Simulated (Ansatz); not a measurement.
The crystal of NaCl (Fm-3m), relaxed at this level, has 23.08 Å³/atom and a gap on the mesh of 5.00 eV:

Space group Fm-3m (No. 225). a = 5.694 Å, b = 5.694 Å, c = 5.694 Å, α = 90.00°, β = 90.00°, γ = 90.00°
```csv
atom,site,symmetry,x,y,z
Na,4a,m-3m,0.0000,0.0000,0.0000
Cl,4b,m-3m,0.5000,0.0000,0.0000
```

Cells of 10 atoms of this composition were thrown in at random at the volumes given and pushed apart as soft spheres, like charges further apart, which can already order a small cell. Each cell was relaxed without symmetry on coarser meshes and computed once more; the crystal stands on its own mesh of 8×8×8. The calculation used DFT PBE, scalar-relativistic, plane waves, PAW (Ansatz 0.2.0).

Plane waves to 420 eV, a k mesh through Γ of 3×5×2 on the computed 10-atom cell and Gaussian smearing (0.02 eV); no spin polarisation. Other cells take the settings in the table.

Task: Where do the relaxations end?

Result: One draw a row:

```json
{"start V/V(crystal)": "1.08", "E − E(crystal) (meV/atom)": "4", "final V/V(crystal)": "0.986", "gap on mesh (eV)": "4.93", "space group at 0.1 Å": "Immm", "k mesh": "3×5×2", "P (GPa)": "0.4", "largest force (eV/Å)": "0.00"}
{"start V/V(crystal)": "1.08", "E − E(crystal) (meV/atom)": "68", "final V/V(crystal)": "1.049", "gap on mesh (eV)": "4.44", "space group at 0.1 Å": "P1", "k mesh": "5×3×3", "P (GPa)": "0.4", "largest force (eV/Å)": "0.05"}
{"start V/V(crystal)": "1.08", "E − E(crystal) (meV/atom)": "1", "final V/V(crystal)": "1.002", "gap on mesh (eV)": "4.93", "space group at 0.1 Å": "R-3m", "k mesh": "4×3×3", "P (GPa)": "0.0", "largest force (eV/Å)": "0.02"}
```

An odd mesh misses points on the zone edge, so a gap read on it can be too wide.

Cost: 6 runs of about 6.4 core-minutes in all (earlier runs that led there not counted), on Intel Xeon Platinum 8488C (Sapphire Rapids) (shared hosts).